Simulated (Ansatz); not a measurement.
Relaxed bulk Cr:

Space group Im-3m (No. 229). a = 2.848 Å, b = 2.848 Å, c = 2.848 Å, α = 90.00°, β = 90.00°, γ = 90.00°
```tsv
atom	site	symmetry	x	y	z
Cr	2a	m-3m	0.0000	0.0000	0.0000
```

Miller indices refer to the conventional cell of Im-3m (No. 229), a = 2.848 Å, b = 2.848 Å, c = 2.848 Å, α = 90.00°, β = 90.00°, γ = 90.00°.

The (110) slab of 6 planes, 10.1 Å thick with 15 Å of vacuum as cut; outer planes Cr (top) and Cr (bottom).

Theory: Ansatz 0.2.0, DFT PBE, scalar-relativistic, plane waves, PAW. Plane waves to 420 eV, a k mesh through Γ of 15×15×1 on the computed 6-atom cell and Gaussian smearing (0.10 eV); no spin polarisation. The cell repeats along c with a dipole correction in the vacuum.

With the atoms at the bulk's places:

```yaml
Surface_energy_mean_of_both_faces: 3.28 J/m²
Work_function: 4.91 eV
```

Problem. What changes when all atoms relax within this surface cell and its symmetry?

Solution. The energy falls by 0.061 J/m² a face, and the largest move is 0.07 Å.

For the relaxed slab, the surface energy (mean of both faces) is 3.22 J/m² and the work function is 4.80 eV.

```json
{"plane (bottom to top)": "1", "atoms": "Cr", "spacing to next, bulk (Å)": "2.014", "relaxed (Å)": "1.926", "change (%)": "-4.3"}
{"plane (bottom to top)": "2", "atoms": "Cr", "spacing to next, bulk (Å)": "2.014", "relaxed (Å)": "2.026", "change (%)": "+0.6"}
{"plane (bottom to top)": "3", "atoms": "Cr", "spacing to next, bulk (Å)": "2.014", "relaxed (Å)": "2.016", "change (%)": "+0.1"}
{"plane (bottom to top)": "4", "atoms": "Cr", "spacing to next, bulk (Å)": "2.014", "relaxed (Å)": "2.026", "change (%)": "+0.6"}
{"plane (bottom to top)": "5", "atoms": "Cr", "spacing to next, bulk (Å)": "2.014", "relaxed (Å)": "1.926", "change (%)": "-4.4"}
{"plane (bottom to top)": "6", "atoms": "Cr", "spacing to next, bulk (Å)": "", "relaxed (Å)": "", "change (%)": ""}
```